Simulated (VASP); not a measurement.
# V (P6_3/mmc) in VASP: notebook

Aim: see how the results for V move with the level of theory and the settings. Levels: PBEsol, RPBE. Tasks: relaxation of cell and atoms.

Program: VASP 6.6.1. These are calculated values, not measurements. Logs are shortened: lines on timing, memory, paths and dates and some standing lists are left out, and cuts for length are marked.

## Step 1: The structure

It takes space group P6_3/mmc (No. 194, hexagonal). The conventional cell has a = 2.692 Å, b = 2.692 Å, c = 4.397 Å, α = 90.00°, β = 90.00°, γ = 120.00°. V (site symmetry -6m2) is surrounded by 12 V at 2.69 Å.

This isn't the form of V at room conditions, which is bcc.

## Step 2: Relaxation of cell and atoms, PBEsol

The input, INCAR:

```
SYSTEM = V
PREC = Accurate
ENCUT = 580
EDIFF = 1E-7
ISMEAR = 0
SIGMA = 0.1
LREAL = .False.
LASPH = .True.
NELM = 80
ALGO = Fast
ISIF = 3
LWAVE = .False.
LCHARG = .False.
GGA = PS
IBRION = 2
NSW = 90
EDIFFG = -0.005
```

The input, KPOINTS:

```
regular mesh
0
Gamma
  18 18 10
  0 0 0
```

The input, POSCAR:

```
V
1.0
    2.6923490400      0.0000000000      0.0000000000
   -1.3461745200      2.3316426600      0.0000000000
    0.0000000000      0.0000000000      4.3966059800
V
2
Direct
    0.3333333300      0.6666666700      0.2500000000
    0.6666666700      0.3333333300      0.7500000000
```

Potentials or basis: VASP PAW PBE potentials, release 64 (V).

Command:

```sh
cat potpaw_PBE.64/V/POTCAR > POTCAR
mpirun -np 1 vasp_std > vasp.out
```

OUTCAR:

```text
SYSTEM = V
   PREC = Accurate
   ENCUT = 580
   EDIFF = 1E-7
   ISMEAR = 0
   LREAL = .False.
   LASPH = .True.
   NELM = 80
   ISIF = 3
   GGA = PS
   IBRION = 2
   NSW = 90
   EDIFFG = -0.005

 ion  position               nearest neighbor table
   1  0.333  0.667  0.250-   2 2.69   2 2.69   2 2.69   2 2.69   2 2.69   2 2.69
   2  0.667  0.333  0.750-   1 2.69   1 2.69   1 2.69   1 2.69   1 2.69   1 2.69

  LATTYP: Found a hexagonal cell.
 ALAT       =     2.6923490400
 C/A-ratio  =     1.6329999991

  Lattice vectors:

 A1 = (   2.6923490400,   0.0000000000,   0.0000000000)
 A2 = (  -1.3461745200,   2.3316426600,   0.0000000000)
 A3 = (   0.0000000000,   0.0000000000,   4.3966059800)

Analysis of symmetry for initial positions (statically):
=====================================================================
 Subroutine PRICEL returns:
 Original cell was already a primitive cell.

 Routine SETGRP: Setting up the symmetry group for a
 hexagonal supercell.

 Subroutine GETGRP returns: Found 24 space group operations
 (whereof 12 operations were pure point group operations)
 out of a pool of 24 trial point group operations.

The static configuration has the point symmetry D_3d.
 The point group associated with its full space group is D_6h.

Analysis of symmetry for dynamics (positions and initial velocities):
=====================================================================
 Subroutine PRICEL returns:
 Original cell was already a primitive cell.

 Routine SETGRP: Setting up the symmetry group for a
 hexagonal supercell.

 Subroutine GETGRP returns: Found 24 space group operations
 (whereof 12 operations were pure point group operations)
 out of a pool of 24 trial point group operations.

The dynamic configuration has the point symmetry D_3d.
 The point group associated with its full space group is D_6h.

 Subroutine INISYM returns: Found 24 space group operations
 (whereof 12 operations are pure point group operations),
 and found     1 'primitive' translations

----------------------------------------------------------------------------------------

                                     Primitive cell

  volume of cell :      27.6001

  direct lattice vectors                    reciprocal lattice vectors
     2.692349040  0.000000000  0.000000000     0.371422867  0.214441093  0.000000000
    -1.346174520  2.331642660  0.000000000     0.000000000  0.428882186  0.000000000
     0.000000000  0.000000000  4.396605980     0.000000000  0.000000000  0.227448174

  length of vectors
     2.692349040  2.692349036  4.396605980     0.428882185  0.428882186  0.227448174

  position of ions in fractional coordinates (direct lattice)
     0.333333330  0.666666670  0.250000000
     0.666666670  0.333333330  0.750000000

  ion indices of the primitive-cell ions
   primitive index   ion index
                 1           1
                 2           2

----------------------------------------------------------------------------------------

 KPOINTS: regular mesh

Automatic generation of k-mesh.
 Grid dimensions read from file:
 generate k-points for:   18   18   10

 Generating k-lattice:

  Cartesian coordinates                     Fractional coordinates (reciprocal lattice)
     0.020634604  0.011913394  0.000000000     0.055555556  0.000000000  0.000000000
     0.000000000  0.023826788  0.000000000     0.000000000  0.055555556  0.000000000
     0.000000000  0.000000000  0.022744817     0.000000000  0.000000000  0.100000000

  Length of vectors
     0.023826788  0.023826788  0.022744817

  Shift w.r.t. Gamma in fractional coordinates (k-lattice)
     0.000000000  0.000000000  0.000000000

 Subroutine IBZKPT returns following result:
 ===========================================

 Found    222 irreducible k-points:

 Following reciprocal coordinates:
            Coordinates               Weight
  0.000000  0.000000  0.000000      1.000000
  0.055556  0.000000  0.000000      6.000000
  0.111111  0.000000  0.000000      6.000000
  0.166667  0.000000  0.000000      6.000000
  0.222222  0.000000  0.000000      6.000000
  0.277778  0.000000  0.000000      6.000000
[... 16 lines left out ...]
  0.333333  0.111111  0.000000     12.000000
  0.388889  0.111111  0.000000     12.000000
 [... further k-points ...]
   k-points           NKPTS =    222   k-points in BZ     NKDIM =    222   number of bands    NBANDS=      9
   number of dos      NEDOS =    301   number of ions     NIONS =      2
   total plane-waves  NPLWV =  20736
   dimension x,y,z NGX =    24 NGY =   24 NGZ =   36
   dimension x,y,z NGXF=    48 NGYF=   48 NGZF=   72
   ions per type =               2
   NGX,Y,Z   is equivalent  to a cutoff of  14.82, 14.82, 13.61 a.u.
   NGXF,Y,Z  is equivalent  to a cutoff of  29.64, 29.64, 27.22 a.u.
 SYSTEM =  V
   PREC   = accura    normal or accurate (medium, high low for compatibility)
   ISTART =      0    job   : 0-new  1-cont  2-samecut
   ICHARG =      2    charge: 1-file 2-atom 10-const
   ISPIN  =      1    spin polarized calculation?
   LNONCOLLINEAR =      F non collinear calculations
   LSORBIT =      F    spin-orbit coupling
   LASPH  =      T    aspherical Exc in radial PAW
   ENCUT  =  580.0 eV  42.63 Ry    6.53 a.u.   5.29  5.29  8.63*2*pi/ulx,y,z
   NELM   =     80;   NELMIN=  2; NELMDL= -5     # of ELM steps
   EDIFF  = 0.1E-06   stopping-criterion for ELM
   LREAL  =      F    real-space projection
   EDIFFG = -.5E-02   stopping-criterion for IOM
   NSW    =     90    number of steps for IOM
   IBRION =      2    ionic relax: 0-MD 1-quasi-New 2-CG
   NFREE  =      1    steps in history (QN), initial steepest desc. (CG)
   ISIF   =      3    stress and relaxation
   ISYM   =      2    0-nonsym 1-usesym 2-fastsym
   POTIM  = 0.5000    time-step for ionic-motion
   TEBEG  =    0.0;   TEEND  =   0.0 temperature during run
   PSTRESS=    0.0 pullay stress
   NELECT =      10.0000    total number of electrons
   NUPDOWN=      -1.0000    fix difference up-down
   EMIN   =  10.00;   EMAX   =-10.00  energy-range for DOS
   EFERMI =   0.00;   METHOD = LEGACY
   ISMEAR =     0;   SIGMA  =   0.10  broadening in eV -4-tet -1-fermi 0-gaus
   EFERMI_NEDOS =   21; number of points for ismear=-14 and -15
   IALGO  =     68    algorithm
   IMIX   =      4    mixing-type and parameters
     AMIX     =   0.40;   BMIX     =  1.00
     AMIX_MAG =   1.60;   BMIX_MAG =  1.00
  volume/ion in A,a.u.               =      13.80        93.13
  Fermi-wavevector in a.u.,A,eV,Ry     =   1.167090  2.205481 18.532499  1.362100
  Thomas-Fermi vector in A             =   2.303595
   LORBIT       =      0    0 simple, 1 ext, 2 COOP (PROOUT), +10 PAW based schemes
   GGA     = PS    functional components
   LHFCALC =     F    Hartree Fock is set to
   AEXX    =    0.0000 exact exchange contribution
   IVDW    =     0    specifies the selected vdW correction
   LEPSILON=     F    determine dielectric tensor
   LRPA    =     F    only Hartree local field effects (RPA)
 conjugate gradient relaxation of ions
 non-spin polarized calculation
 RMM-DIIS sequential band-by-band and
 Gauss-broadening in eV      SIGMA  =   0.10
  energy-cutoff  :      580.00
  volume of cell :       27.60
 maximum number of plane-waves:       888
 NGX is ok and might be reduce to    24
   NGX = 11   NGY = 11   NGZ = 17

--------------------------------------- Ionic step        1  -------------------------------------------

 number of electron      10.0000000 magnetization

 number of electron       9.9999998 magnetization

 Free energy of the ion-electron system (eV)
  ---------------------------------------------------
  ext. energy  EPLUGINS =         0.00000000
  ---------------------------------------------------
  free energy    TOTEN  =       -18.55586595 eV

  energy without entropy =      -18.53609671  energy(sigma->0) =      -18.54598133

------------------------ aborting loop because EDIFF is reached ----------------------------------------

  FORCE on cell =-STRESS in cart. coord.  units (eV):
  Direction    XX          YY          ZZ          XY          YZ          ZX
  --------------------------------------------------------------------------------------
  -------------------------------------------------------------------------------------
  Total       -1.9013334     -1.9013334     -0.4615813      0.0000000      0.0000000      0.0000000
  in kB     -110.3717556   -110.3717551    -26.7946393      0.0000000      0.0000000      0.0000000
  external PRESSURE =     -82.5127167 kB  Pullay stress =       0.0000000 kB

 VOLUME and BASIS-vectors are now :
 -----------------------------------------------------------------------------
  energy-cutoff  :      580.00
  volume of cell :       27.60
      direct lattice vectors                 reciprocal lattice vectors
     2.692349040  0.000000000  0.000000000     0.371422867  0.214441093  0.000000000
    -1.346174520  2.331642660  0.000000000     0.000000000  0.428882186  0.000000000
     0.000000000  0.000000000  4.396605980     0.000000000  0.000000000  0.227448174
[... 253 lines left out ...]
 POSITION                                       TOTAL-FORCE (eV/Angst)
 -----------------------------------------------------------------------------------
     -0.00000      1.47370      1.16331         0.000000      0.000000      0.000000
      1.27626      0.73685      3.48992        -0.000000     -0.000000      0.000000
 -----------------------------------------------------------------------------------
    total drift:                                0.000000     -0.000000     -0.000000

  FREE ENERGIE OF THE ION-ELECTRON SYSTEM (eV)
  ---------------------------------------------------
  free  energy   TOTEN  =       -18.6737835733 eV

  energy  without entropy=      -18.6573895450  energy(sigma->0) =      -18.66558656

--------------------------------------- Ionic step        9  -------------------------------------------

 number of electron      10.0000000 magnetization

 Free energy of the ion-electron system (eV)
  ---------------------------------------------------
  ext. energy  EPLUGINS =         0.00000000
  ---------------------------------------------------
  free energy    TOTEN  =       -18.67379303 eV

  energy without entropy =      -18.65740266  energy(sigma->0) =      -18.66559784

 E-fermi :   6.6170     XC(G=0): -12.7265

 val. band max:        6.6147460682   @ k =   0.3333   0.1111   0.1000
 cond. band min:       6.6189341897   @ k =   0.1667   0.1111   0.2000
 fundamental gap:      0.0041881215
 Fermi energy:         6.6169671829

 k-point     1 :       0.0000    0.0000    0.0000
  band No.  band energies     occupation
      1      -0.3411      2.00000
      2       3.0511      2.00000
      3       5.9359      2.00000
      4       6.4806      1.94621
      5       6.9343      0.00001
      6       6.9343      0.00001
      7       7.2665      0.00000
      8       7.2665      0.00000
      9       8.5513      0.00000

 k-point     2 :       0.0556    0.0000    0.0000
  band No.  band energies     occupation
      1      -0.2252      2.00000
      2       3.1553      2.00000
      3       5.9693      2.00000
      4       6.2966      1.99999
      5       6.8722      0.00031
      6       7.0185      0.00000
      7       7.1994      0.00000
      8       7.3464      0.00000
      9       8.4455      0.00000
[... 253 lines left out ...]
 k-point    24 :       0.3889    0.1111    0.0000
  band No.  band energies     occupation
      1       3.7521      2.00000
      2       3.8448      2.00000
      3       3.9748      2.00000
      4       6.1128      2.00000
      5       6.2381      2.00000
      6       6.9699      0.00000
      7       7.0305      0.00000
      8       9.5047      0.00000
      9       9.5205      0.00000

 [... further k-points ...]
[... 5 lines left out ...]
  --------------------------------------------------------------------------------------
  -------------------------------------------------------------------------------------
  Total       -0.0018495     -0.0018495     -0.0027609      0.0000000     -0.0000000      0.0000000
  in kB       -0.1128417     -0.1128417     -0.1684502      0.0000000     -0.0000000      0.0000000
  external PRESSURE =      -0.1313779 kB  Pullay stress =       0.0000000 kB

 VOLUME and BASIS-vectors are now :
 -----------------------------------------------------------------------------
  energy-cutoff  :      580.00
  volume of cell :       26.26
      direct lattice vectors                 reciprocal lattice vectors
     2.553438246  0.000000000  0.000000000     0.391628817  0.226107003 -0.000000000
    -1.276719123  2.211342384 -0.000000000    -0.000000000  0.452214007 -0.000000000
     0.000000000  0.000000000  4.650575410    -0.000000000  0.000000000  0.215027155

 POSITION                                       TOTAL-FORCE (eV/Angst)
 -----------------------------------------------------------------------------------
     -0.00000      1.47423      1.16264         0.000000      0.000000      0.000000
      1.27672      0.73711      3.48793        -0.000000     -0.000000      0.000000
 -----------------------------------------------------------------------------------
    total drift:                                0.000000     -0.000000     -0.000000

  FREE ENERGIE OF THE ION-ELECTRON SYSTEM (eV)
  ---------------------------------------------------
  free  energy   TOTEN  =       -18.6737930286 eV

  energy  without entropy=      -18.6574026571  energy(sigma->0) =      -18.66559784

 reached required accuracy - stopping structural energy minimisation
```

Run time: 4.1 min. Hardware: 1 thread of Intel Xeon Platinum 8488C (Sapphire Rapids), shared host; peak memory 0.22 GiB.

What came out:

```
Free energy                            : -18.6738 eV
Relaxed volume                         : 13.13 Å³/atom
Relaxed cell                           : a = 2.553 Å, b = 2.553 Å, c = 4.651 Å, α = 90.00°, β = 90.00°, γ = 120.00°
Space group after relaxing (to 0.05 Å) : P6_3/mmc (No. 194)
Energy gained by relaxing              : 59.0 meV/atom
Ionic steps                            : 9
Pressure after relaxing                : 0.0 GPa
Band gap on the k mesh                 : none (metal or under the smearing width)
```

Step by step:
| step | energy change (eV) | largest force (eV/Å) | pressure (GPa) | volume (Å³) |
| --- | --- | --- | --- | --- |
| 1 | 0.0000 | 0.0000 | -8.25 | 27.60 |
| 2 | -0.0184 | 0.0000 | 12.40 | 24.85 |
| 3 | -0.0529 | 0.0000 | 2.28 | 26.02 |
| 4 | -0.0971 | 0.0000 | 2.90 | 25.90 |
| 5 | -0.1119 | 0.0000 | 3.89 | 25.75 |
| 6 | -0.1044 | 0.0000 | -5.06 | 27.01 |
| 7 | -0.1177 | 0.0000 | 0.12 | 26.24 |
| 8 | -0.1179 | 0.0000 | 0.01 | 26.26 |
| 9 | -0.1179 | 0.0000 | -0.01 | 26.26 |

Final structure:
```
CELL_PARAMETERS angstrom
2.55344 0.00000 0.00000
-1.27672 2.21134 0.00000
0.00000 0.00000 4.65058
ATOMIC_POSITIONS crystal
V 0.33333 0.66667 0.25000
V 0.66667 0.33333 0.75000
```

Levels at points of the mesh, in eV from the Fermi level:
```csv
k point,band 2,band 3,band 4,band 5,band 6,band 7,band 8,band 9
"(0.00, 0.00, 0.00)",-3.57,-0.68,-0.14,0.32,0.32,0.65,0.65,1.93
"(0.50, 0.00, 0.00)",-2.98,-2.93,-0.43,-0.07,0.31,0.63,3.11,3.76
"(0.00, 0.00, 0.50)",-5.13,-1.11,-1.11,0.36,0.36,0.36,0.36,2.64
"(0.50, 0.00, 0.50)",-3.46,-1.96,-1.96,1.73,1.73,1.80,1.80,3.82
```

Caveat: the PAW data sets were made with another functional, which shifts forces and pressure a little.

## Step 3: Relaxation of cell and atoms, RPBE

INCAR, as its differences from that of step 2:

```diff
@@ -2,3 +2,3 @@
 PREC = Accurate
-ENCUT = 580
+ENCUT = 600
 EDIFF = 1E-7
@@ -13,3 +13,3 @@
 LCHARG = .False.
-GGA = PS
+GGA = RP
 IBRION = 2
```

KPOINTS is that of step 2.

POSCAR is that of step 2.

Potentials or basis: VASP PAW PBE potentials, release 64 (V_sv).

Command:

```sh
cat potpaw_PBE.64/V_sv/POTCAR > POTCAR
mpirun -np 1 vasp_std > vasp.out
```

Wall time 8.8 min (1 thread of Intel Xeon Platinum 8488C (Sapphire Rapids), shared host); peak memory 0.25 GiB.

The run converged. Its results:

* Free energy: -16.5377 eV
* Relaxed volume: 14.19 Å³/atom
* Relaxed cell: a = 2.636 Å, b = 2.636 Å, c = 4.718 Å, α = 90.00°, β = 90.00°, γ = 120.00°
* Space group after relaxing (to 0.05 Å): P6_3/mmc (No. 194)
* Energy gained by relaxing: 38.2 meV/atom
* Ionic steps: 8
* Pressure after relaxing: 0.0 GPa
* Band gap on the k mesh: none (metal or under the smearing width)

Stress tensor (GPa, compression positive):
```
-0.03  0.00  0.00
 0.00 -0.03  0.00
 0.00  0.00  0.05
```

The path:
| step | energy change (eV) | largest force (eV/Å) | pressure (GPa) | volume (Å³) |
| --- | --- | --- | --- | --- |
| 1 | 0.0000 | 0.0000 | 5.18 | 27.60 |
| 2 | -0.0315 | 0.0000 | -5.30 | 29.41 |
| 3 | -0.0354 | 0.0000 | -2.92 | 28.95 |
| 4 | -0.0710 | 0.0000 | -2.38 | 28.81 |
| 5 | -0.0739 | 0.0000 | -2.09 | 28.76 |
| 6 | -0.0735 | 0.0000 | 2.33 | 27.99 |
| 7 | -0.0764 | 0.0000 | -0.03 | 28.39 |
| 8 | -0.0764 | 0.0000 | -0.01 | 28.38 |

Final structure:
```cif
data_structure
_symmetry_space_group_name_H-M 'P 1'
_symmetry_Int_Tables_number 1
_cell_length_a 2.6358
_cell_length_b 2.6358
_cell_length_c 4.7176
_cell_angle_alpha 90.000
_cell_angle_beta 90.000
_cell_angle_gamma 120.000
_cell_volume 28.38
loop_
_atom_site_label
_atom_site_type_symbol
_atom_site_fract_x
_atom_site_fract_y
_atom_site_fract_z
_atom_site_occupancy
V1 V 0.33333 0.66667 0.25000 1
V2 V 0.66667 0.33333 0.75000 1
```

Levels at points of the mesh, in eV from the Fermi level:
```
           k point  band 11  band 12  band 13  band 14  band 15  band 16
(0.00, 0.00, 0.00)    -0.48    -0.20     0.31     0.31     0.63     0.63
(0.50, 0.00, 0.00)    -2.60    -0.30    -0.29     0.31     0.55     2.89
(0.00, 0.00, 0.50)    -0.95    -0.95     0.34     0.34     0.34     0.34
(0.50, 0.00, 0.50)    -1.71    -1.71     1.51     1.51     1.58     1.58
```

Caveat: the PAW data sets were made with another functional, which shifts forces and pressure a little.
